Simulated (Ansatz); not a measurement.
The system is Ca.

```
Ca
1.0
     0.00000    2.79420    2.79420
     2.79420    0.00000    2.79420
     2.79420    2.79420    0.00000
Ca
1
Direct
  0.00000 0.00000 0.00000
```

```yaml
Program: Ansatz 0.2.0
Task: relaxation of cell and atoms
Functional: PBE
Potentials_or_basis: all-electron LAPW, scalar-relativistic
Basis_error_allowed: 0.001 eV/atom
k_mesh: 8 × 8 × 8
Occupations: fermi-dirac, width 0.05 eV
Spin: no spin polarisation
```

At the start: volume 43.63 Å³/atom.

Q: How do energy, volume and symmetry change on relaxing?

A: Over 4 steps the energy falls by 2.6 meV/atom and the volume is 42.13 Å³/atom (-3.4 %); space group Fm-3m (No. 225, to 0.05 Å).

The path:
| step | energy change (eV) | largest force (eV/Å) | volume (Å³) |
| --- | --- | --- | --- |
| 1 | 0.0000 | 0.0000 | 43.63 |
| 2 | -0.0017 | 0.0000 | 43.01 |
| 3 | -0.0026 | 0.0000 | 42.13 |
| 4 | -0.0026 | 0.0000 | 42.13 |

Final structure:
```
CELL_PARAMETERS angstrom
0.00000 2.76186 2.76186
2.76186 0.00000 2.76186
2.76186 2.76186 0.00000
ATOMIC_POSITIONS crystal
Ca 0.00000 0.00000 0.00000
```
